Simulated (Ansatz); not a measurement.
The same calculation of ZrO₂, space group P4_2/nmc as a Python script and as an input file (the Python package of Ansatz (0.2.0)).

The script, `vcrelax_zro2.py`:
```python
'''Cell relaxation of ZrO2.'''

import ansatz as az
from ase import Atoms
from ase.neighborlist import neighbor_list
import numpy as np

def edges_and_angles(cell):
    cell = np.asarray(cell)
    a, b, c = np.linalg.norm(cell, axis=1)
    cosines = cell[1] @ cell[2] / (b * c), cell[0] @ cell[2] / (a * c), cell[0] @ cell[1] / (a * b)
    return (a, b, c, *np.degrees(np.arccos(cosines)))

zro2 = (
    az.Lattice.of([3.5961, 0.0, 0.0], [0.0, 3.5961, 0.0], [0.0, 0.0, 5.177])
    .atom('Zr', [0.0, 0.0, 0.0])
    .atom('Zr', [0.5, 0.5, 0.5])
    .atom('O', [0.0, 0.5, 0.203])
    .atom('O', [0.0, 0.5, 0.703])
    .atom('O', [0.5, 0.0, 0.297])
    .atom('O', [0.5, 0.0, 0.797])
)

# a pressure is positive in compression
calc = (
    zro2.calculation()
    .occupations('fixed')
    .basis(420)
    .kpoints(6, 6, 4)
    .functional('pbe')
    .relax(pressure=-2)
    .stress()
)
steps = []


def collect(event):
    if event['event'] == 'relax_step':
        steps.append(event['data'])


res = calc.session().plan().execute(on_event=collect)
rep = res.report
for s in steps:
    flag = '' if s['accepted'] else '  (rejected)'
    print('step %2d  E = %.5f eV  largest force component = %.4f eV/A%s' % (s['step'], s['lagrangian_ev'], s['allowed_force_max_ev_ang'], flag))

first, last = steps[0], steps[-1]
symbols = [site.symbol for site in res.lattice.sites]
print(f'energy gained {first["lagrangian_ev"] - last["lagrangian_ev"]:.4f} eV in {len(steps) - 1} steps')
for label, vectors in (('before', first['cell_ang']), ('after', res.lattice.cell_ang)):
    print(label, 'a b c (A) {:.4f} {:.4f} {:.4f}  angles {:.2f} {:.2f} {:.2f}'.format(*edges_and_angles(vectors)), f' V = {abs(np.linalg.det(vectors)):.3f} A^3')
print('final stress xx yy zz (GPa, compression positive):', np.round(np.diag(rep['stress_gpa']), 3) + 0.0)

print('atom   start x y z (A)              end x y z (A)')
for symbol, a, b in zip(symbols, first['positions_ang'], last['positions_ang']):
    print(f'{symbol:3s}', ' '.join(f'{v:8.4f}' for v in a), '  ', ' '.join(f'{v:8.4f}' for v in b))

final = Atoms(symbols, positions=last['positions_ang'], cell=res.lattice.cell_ang, pbc=True)
i, j, d = neighbor_list('ijd', final, 4.5)
print('neighbours within 1.15 times the shortest distance of each atom (A)')
for atom in range(len(final)):
    near = [m for m in np.argsort(d) if i[m] == atom]
    shell = [m for m in near if d[m] < 1.15 * d[near[0]]]
    print(f'{symbols[atom]}{atom} ({len(shell)}):', ', '.join(f'{symbols[j[m]]} {d[m]:.3f}' for m in shell))

change = np.array(last['positions_ang']) @ np.linalg.inv(last['cell_ang']) - np.array(first['positions_ang']) @ np.linalg.inv(first['cell_ang'])
moved = np.linalg.norm(change @ np.array(last['cell_ang']), axis=1)
print('displacement within the cell, strain taken out (A):', ' '.join(f'{s}:{d:.3f}' for s, d in zip(symbols, moved)))

for key in ('converged', 'n_iterations', 'n_electrons', 'n_kpoints', 'n_pw', 'n_symmetry_ops', 'free_energy_ev', 'fermi_energy_ev'):
    print(f'{key:18s} {rep[key]}')

# principal values and the von Mises stress of the deviator
principal = np.linalg.eigvalsh(np.array(rep['stress_gpa']))
mises = np.sqrt(0.5 * sum((principal[i] - principal[i - 1]) ** 2 for i in range(3)))
print('principal stresses (GPa, compression positive):', np.round(principal, 3))
print(f'mean {principal.mean():.3f} GPa, von Mises {mises:.3f} GPa, PV = {principal.mean() * rep["setup"]["cell_volume_ang3"] / 160.21766:.4f} eV')
```

Output of `python vcrelax_zro2.py`:
```text
step  1  E = -10647.80389 eV  largest force component = 0.0408 eV/A
step  2  E = -10647.81195 eV  largest force component = 0.1901 eV/A
step  3  E = -10647.81828 eV  largest force component = 0.1093 eV/A
step  4  E = -10647.82600 eV  largest force component = 0.0750 eV/A
step  5  E = -10647.82690 eV  largest force component = 0.0083 eV/A
step  6  E = -10647.82483 eV  largest force component = 0.0000 eV/A
step  7  E = -10647.84367 eV  largest force component = 0.0021 eV/A
step  8  E = -10647.84015 eV  largest force component = 0.0006 eV/A
step  9  E = -10647.84130 eV  largest force component = 0.0008 eV/A
step 10  E = -10647.84090 eV  largest force component = 0.0000 eV/A
step 11  E = -10647.84102 eV  largest force component = 0.0000 eV/A
energy gained 0.0371 eV in 10 steps
before a b c (A) 3.5961 3.5961 5.1770  angles 90.00 90.00 90.00  V = 66.949 A^3
after a b c (A) 3.6323 3.6323 5.3212  angles 90.00 90.00 90.00  V = 70.204 A^3
final stress xx yy zz (GPa, compression positive): [-2.001 -2.001 -1.999]
atom   start x y z (A)              end x y z (A)
Zr    0.0000   0.0000   0.0000     -0.0000  -0.0000   0.0000
Zr    1.7980   1.7980   2.5885      1.8161   1.8161   2.6606
O     0.0000   1.7980   1.0509      0.0000   1.8161   1.0091
O     0.0000   1.7980   3.6394     -0.0000   1.8161   3.6697
O     1.7980   0.0000   1.5376      1.8161  -0.0000   1.6515
O     1.7980   0.0000   4.1261      1.8161  -0.0000   4.3121
neighbours within 1.15 times the shortest distance of each atom (A)
Zr0 (4): O 2.078, O 2.078, O 2.078, O 2.078
Zr1 (4): O 2.078, O 2.078, O 2.078, O 2.078
O2 (2): Zr 2.078, Zr 2.078
O3 (2): Zr 2.078, Zr 2.078
O4 (2): Zr 2.078, Zr 2.078
O5 (2): Zr 2.078, Zr 2.078
displacement within the cell, strain taken out (A): Zr:0.000 Zr:0.000 O:0.071 O:0.071 O:0.071 O:0.071
converged          True
n_iterations       5
n_electrons        48.0
n_kpoints          30
n_pw               1385
n_symmetry_ops     16
free_energy_ev     -10647.841017149096
fermi_energy_ev    10.488761814149582
principal stresses (GPa, compression positive): [-2.001 -2.001 -1.999]
mean -2.000 GPa, von Mises 0.002 GPa, PV = -0.8765 eV
```

`input.yaml`:
```yaml
crystal:
  lattice:
    - [3.5961, 0.0, 0.0]
    - [0.0, 3.5961, 0.0]
    - [0.0, 0.0, 5.177]
  atoms:
    - { symbol: Zr, position: [0.0, 0.0, 0.0] }
    - { symbol: Zr, position: [0.5, 0.5, 0.5] }
    - { symbol: O, position: [0.0, 0.5, 0.203] }
    - { symbol: O, position: [0.0, 0.5, 0.703] }
    - { symbol: O, position: [0.5, 0.0, 0.297] }
    - { symbol: O, position: [0.5, 0.0, 0.797] }
basis:
  ecutwfc: 420.0
kpoints:
  mp_grid: { grid: [6, 6, 4] }
hamiltonian:
  xc: pbe
scf:
  occupations: { method: fixed }
relax:
  cell: { p_target: -2.0 }
output:
  stress: true
```

On the command line:
```console
$ ansatz run input.yaml --threads 1 --pin off --max-ram 3072MiB --backend cpu --events-out ev --progress --plain --runs-dir out
Engine: ansatz 0.2.0, aarch64-unknown-linux-gnu
Pseudopotentials: kind: paw
Pseudopotential: Zr, paw, valence charge 12, recommended cutoff 420 eV (normal), Zr.paw.azcp
Pseudopotential: O, paw, valence charge 6, recommended cutoff 420 eV (normal), O.paw.azcp
Functional definition: PBE
  parameter kappa = 0.804
  parameter beta = 0.06672455060314922
  exchange = pbe_x(kappa = kappa, mu = beta*pi^2/3)
  correlation = pbe_c(beta = beta)
Crystal: 6 atoms, lattice volume = 66.949 Å³
Basis set: ecut = 420 eV, 1297 PW (Γ), exchange–correlation on 50×50×72 points (8 copies of the dense FFT grid, shifted against one another)
Bands: 30, of which v1, the nominal top of the filled ones, is band 24 counted from 1 (23 counted from 0)
Symmetry: 16 space group operations
Space group: P42/nmc (ITA 137), of the structure as read, at distance tolerance 4.1e-5 Å
k-points: 30 of 144
Non-local potential: Zr, projectors of the file, l = 0: 3, l = 1: 2, l = 2: 2, l = 3: 2
Non-local potential: O, projectors of the file, l = 0: 2, l = 1: 2, l = 2: 1
PAW form: soft (Blöchl's): semilocal exchange-correlation on the pseudo side does not see the compensation charge
PAW one-centre angular grid: Zr, 590 points (default); XC on 64 Gauss nodes
PAW one-centre angular grid: O, 110 points (default); XC on 64 Gauss nodes
Initial density: superposition of atomic densities (neutral atoms: chi_scale 0, normalization atom), corrected by the library's trained network
Initial wavefunctions: pseudopotential atomic-orbital guess
Functional: x = pbe(κ = 0.804, μ = 0.2195149727645171), c = pbe(β = 0.06672455060314922)
SCF iter   1: F=—  HF=-10647.803821 eV  |F-HF|=—  |Δ(HF+E_count)|=         —  Δρ=3.24e-3  dr2=1.55e-3  ethr=1.77e-3  ⟨swp⟩=3.9  Hψ=3329  notcnv=0  defer=66
preconditioner: auto → Resta (q_TF=auto, 2.581 Å⁻¹)  ε∞=4.2  [insulator: Δε(μ)=4.033 eV  Ē_g=16.763 eV  n_scr=20 (ndim 8)  ℏωp=30.1 eV  f_vac=0.019  ε∞_Penn≈4.2]
SCF iter   2: F=—  HF=-10647.803629 eV  |F-HF|=—  |Δ(HF+E_count)|=   1.92e-4  Δρ=1.65e-3  dr2=4.19e-4  ethr=3.22e-6  ⟨swp⟩=2.0  Hψ=1920  notcnv=0  defer=120
SCF iter   3: F=—  HF=-10647.803868 eV  |F-HF|=—  |Δ(HF+E_count)|=   2.39e-4  Δρ=3.56e-4  dr2=5.49e-5  ethr=8.73e-7  ⟨swp⟩=2.0  Hψ=1380  notcnv=0  defer=60
automatic band count: iteration 3 solves 28 bands in place of 30: the levels show a gap, and the empty bands left out lie too high to hold charge; the band table lists the bands solved (type scf.n_extra_bands for more)
SCF iter   4: F=—  HF=-10647.803891 eV  |F-HF|=—  |Δ(HF+E_count)|=   2.37e-5  Δρ=8.16e-5  dr2=2.08e-6  ethr=1.14e-7  ⟨swp⟩=2.0  Hψ=1320  notcnv=0
iter 5 did not close the SCF: its close was put off for the readings that it lacked (scf_convergence_deferred on its scf_iter line)
SCF iter   5: F=-10647.803894 eV  HF=-10647.803893 eV  |F-HF|=6.12e-8  |Δ(HF+E_count)|=   2.14e-6  Δρ=1.72e-5  dr2=9.11e-8  ethr=4.32e-9  ⟨swp⟩=2.8  Hψ=1582  notcnv=0
SCF iter   6: F=-10647.803894 eV  HF=-10647.803894 eV  |F-HF|=1.14e-8  |Δ(HF+E_count)|=   6.76e-8  Δρ=5.85e-6  dr2=1.09e-8  ethr=1.90e-10  ⟨swp⟩=2.2  Hψ=3435  notcnv=0
SCF 1 converged in 6 iterations: F = -10647.803894 eV  dr2 = 1.09e-8
  greatest PAW one-centre occupation: 0.995 electrons in one spin orbital (limit 2), on the Zr atom at site 1 (counted from 0), in its partial waves of l = 0
relax step   1: F+E_penalty+E_count = -10647.80389357 eV  Δ(F+E_penalty+E_count) = +0.000e0 eV  max|allowed force component| = 4.084e-2 eV/Å  Δτ_max = 0.0000 Å  P = +5.274 GPa  Ω = 66.949 Å³  (6 SCF iters, dr2 threshold 1.00e-7 eV, accepted)
Crystal: 6 atoms, lattice volume = 69.690 Å³
Basis set: ecut = 420 eV, 1369 PW (Γ), exchange–correlation on 50×50×72 points (8 copies of the dense FFT grid, shifted against one another)
Initial density: handed on by an earlier stage of this run
Initial wavefunctions: those handed on with the density
iter 1 solved again at ethr=5.54e-5 eV; its pass at ethr=3.10e-3 eV (dr2=2.66e-2 eV) is discarded
SCF iter   1: F=—  HF=-10647.817498 eV  |F-HF|=—  |Δ(HF+E_count)|=         —  Δρ=6.84e-3  dr2=2.67e-2  ethr=5.54e-5  ⟨swp⟩=1.9  Hψ=3803  notcnv=0  defer=48
automatic band count: iteration 1 solves 28 bands in place of 30: the levels show a gap, and the empty bands left out lie too high to hold charge; the band table lists the bands solved (type scf.n_extra_bands for more)
preconditioner: auto → Resta (q_TF=auto, 2.564 Å⁻¹)  ε∞=4.4  [insulator: Δε(μ)=3.894 eV  Ē_g=15.921 eV  n_scr=20 (ndim 8)  ℏωp=29.5 eV  f_vac=0.029  ε∞_Penn≈4.4]
SCF iter   2: F=—  HF=-10647.812112 eV  |F-HF|=—  |Δ(HF+E_count)|=   5.39e-3  Δρ=2.40e-3  dr2=3.84e-3  ethr=5.54e-5  ⟨swp⟩=2.0  Hψ=1379  notcnv=0  defer=58
SCF iter   3: F=—  HF=-10647.811829 eV  |F-HF|=—  |Δ(HF+E_count)|=   2.83e-4  Δρ=1.32e-3  dr2=1.40e-3  ethr=8.00e-6  ⟨swp⟩=2.0  Hψ=1221  notcnv=0  defer=60
SCF iter   4: F=—  HF=-10647.811966 eV  |F-HF|=—  |Δ(HF+E_count)|=   1.36e-4  Δρ=3.02e-4  dr2=9.79e-5  ethr=2.92e-6  ⟨swp⟩=2.7  Hψ=1470  notcnv=0  defer=60
SCF iter   5: F=—  HF=-10647.811944 eV  |F-HF|=—  |Δ(HF+E_count)|=   2.18e-5  Δρ=5.37e-5  dr2=2.90e-6  ethr=2.04e-7  ⟨swp⟩=2.0  Hψ=1185  notcnv=0  defer=15
SCF iter   6: F=-10647.811949 eV  HF=-10647.811949 eV  |F-HF|=1.07e-7  |Δ(HF+E_count)|=   5.28e-6  Δρ=1.05e-5  dr2=5.39e-8  ethr=1.25e-9  ⟨swp⟩=4.9  Hψ=3214  notcnv=0
SCF 2 converged in 6 iterations: F = -10647.811949 eV  dr2 = 5.39e-8
relax step   2: F+E_penalty+E_count = -10647.81194930 eV  Δ(F+E_penalty+E_count) = -8.056e-3 eV  max|allowed force component| = 1.901e-1 eV/Å  Δτ_max = 0.0173 Å  P = -3.500 GPa  Ω = 69.690 Å³  energy of the carried Pulay correction = -1.259e-2 eV  (6 SCF iters, dr2 threshold 6.00e-7 eV, accepted)
Crystal: 6 atoms, lattice volume = 69.616 Å³
Basis set: ecut = 420 eV, 1353 PW (Γ), exchange–correlation on 50×50×72 points (8 copies of the dense FFT grid, shifted against one another)
iter 1 solved again at ethr=1.27e-6 eV; its pass at ethr=3.10e-3 eV (dr2=6.08e-4 eV) is discarded
SCF iter   1: F=—  HF=-10647.818413 eV  |F-HF|=—  |Δ(HF+E_count)|=         —  Δρ=1.31e-3  dr2=6.13e-4  ethr=1.27e-6  ⟨swp⟩=2.1  Hψ=3858  notcnv=0  defer=59
[... 88 lines left out ...]
SCF iter   2: F=—  HF=-10647.841017 eV  |F-HF|=—  |Δ(HF+E_count)|=   5.10e-6  Δρ=3.20e-6  dr2=4.14e-9  ethr=2.64e-11  ⟨swp⟩=2.9  Hψ=1651  notcnv=0  defer=113
SCF iter   3: F=—  HF=-10647.841017 eV  |F-HF|=—  |Δ(HF+E_count)|=   3.47e-9  Δρ=1.81e-6  dr2=1.51e-9  ethr=8.61e-12  ⟨swp⟩=2.4  Hψ=1173  notcnv=0  defer=113
SCF iter   4: F=—  HF=-10647.841017 eV  |F-HF|=—  |Δ(HF+E_count)|=   2.29e-9  Δρ=8.86e-7  dr2=4.63e-10  ethr=3.15e-12  ⟨swp⟩=2.0  Hψ=1265  notcnv=0  defer=113
SCF iter   5: F=-10647.841017 eV  HF=-10647.841017 eV  |F-HF|=5.64e-11  |Δ(HF+E_count)|=  2.91e-11  Δρ=3.42e-7  dr2=3.12e-11  ethr=1.00e-12  ⟨swp⟩=3.0  Hψ=3332  notcnv=0
SCF 11 converged in 5 iterations: F = -10647.841017 eV  dr2 = 3.12e-11
relax step  11: F+E_penalty+E_count = -10647.84101715 eV  Δ(F+E_penalty+E_count) = -1.210e-4 eV  max|allowed force component| = 1.179e-5 eV/Å  Δτ_max = 0.0000 Å  P = -2.000 GPa  Ω = 70.204 Å³  stress off target by 1.17e-3 GPa  SCF on the basis re-selected at this cell (its energy is not comparable with the rows above)  (5 SCF iters)
basis re-selected at this cell: Δ(F+E_penalty+E_count) = -1.210e-4 eV, ΔP = +0.001 GPa vs the last step (what re-selecting the basis moved, of the pressure what is left beyond the Pulay correction that the steps carried, after the strain that the cell walked since its last selection, with what the two solves' SCF thresholds leave and, on support functions, [...]
SCF converged after 5 iterations
Free energy (F): -10647.841017 eV
Harris-Foulkes:  -10647.841017 eV  (|F-HF|=5.64e-11)
Internal energy: -10647.841017 eV  (E = F + TS)
E sigma→0 (E₀):  -10647.841017 eV
Fermi energy:    10.488762 eV
--- Per-component energies (eV) ---
  E_band       = -173.039817
  E_kinetic    = 1370.664642
  E_local      = -2417.218759  (includes V_loc(G=0)·N_el)
  E_nonlocal   = 343.014556
  E_hartree    = 796.928010
  E_xc         = -622.451339
  E_vxc        = -763.623245  (∫ρ·V_xc dr)
  E_paw        = -6537.523176  (= ΣΔE_a)
  E_vpaw       = -299.743071  (= ΣTr[D̂ρ^β])
  E_aug_tail   = 0.009998  (compensation charges beyond the density's cutoff)
  E_ewald      = -3581.264950
  E_smearing   = -0.000000  (= −TS)
  E_closure    = -0.000000  (closes the sum)
  Σ components = -10647.841017   (vs F -10647.841017, Δ=0.00e0)
--- Forces (eV/Å), atoms counted from 1 ---
  atom   1  Zr    -0.00000000     0.00000000     0.00000000
  atom   2  Zr     0.00000000     0.00000000    -0.00000000
  atom   3  O      0.00000000     0.00000000     0.00001179
  atom   4  O     -0.00000000     0.00000000     0.00001179
  atom   5  O     -0.00000000     0.00000000    -0.00001179
  atom   6  O      0.00000000     0.00000000    -0.00001179
  max |Σ_I F_I| component: 2.78e-17 eV/Å
--- Stress (GPa, compression-positive) ---
       -2.001126       0.000000      -0.000000
        0.000000      -2.001126       0.000000
       -0.000000       0.000000      -1.998825
  P = ⅓ Tr σ = -2.0004 GPa (-20.004 kbar)
--- Relaxed structure (8 steps of the walk, 8 accepted, 3 SCFs on fresh bases) ---
  F+E_penalty+E_count = -10647.84101715 eV   max|allowed force component| = 1.179e-5 eV/Å   (the final SCF, on the basis selected at the relaxed cell)
  cell:  # Å, volume = 70.2035 Å³
    - [3.6322546106820233, -4.397396781573225e-35, 0.0]
    - [-1.3325444792646137e-36, 3.6322546106820233, 0.0]
    - [0.0, 0.0, 5.321159451963977]
  atoms:
    - { symbol: Zr, position: [-2.761485018699893e-35, -2.7893788067675688e-37, 5.584712755060225e-20] }
    - { symbol: Zr, position: [0.5, 0.5, 0.5000000000000001] }
    - { symbol: O, position: [6.997854081478138e-35, 0.5, 0.18964033081078666] }
    - { symbol: O, position: [-4.46649281433657e-35, 0.5, 0.6896403308107867] }
    - { symbol: O, position: [0.5, 3.068316687444325e-36, 0.31035966918921337] }
    - { symbol: O, position: [0.5, -1.9525651647372983e-36, 0.8103596691892138] }
```

Total energies depend on the potentials; only differences at equal settings carry meaning. A total without «per atom» is that of the whole cell that was run. The run is spin-unpolarised. Part of the cell is held or a pressure is applied, so the end point needn't be the zero-pressure lattice. At a fixed pressure a relaxation lowers the enthalpy F + PV, while F alone can rise. With fixed filling the reported Fermi level is the top filled level among the k-points of the SCF. The zero of the levels is a convention of the potentials, so an absolute Fermi energy is no work function. Energies along a relaxation are free energies. Rows at an unchanged volume are solved on a plane-wave basis chosen afresh for that cell, so the energy can jump there; the script counts such rows among its steps. This is a high-temperature or high-pressure form, not the ambient phase. Symmetry holds the cell in this phase, whether or not it is the stable one at this pressure. The structure is a deposited one; some such entries were measured under pressure or heat, so a shift against it needn't be the functional's error alone. It ran for 33 s on 1 thread of Arm Neoverse V2, on a shared host, peak memory 0.46 GiB.
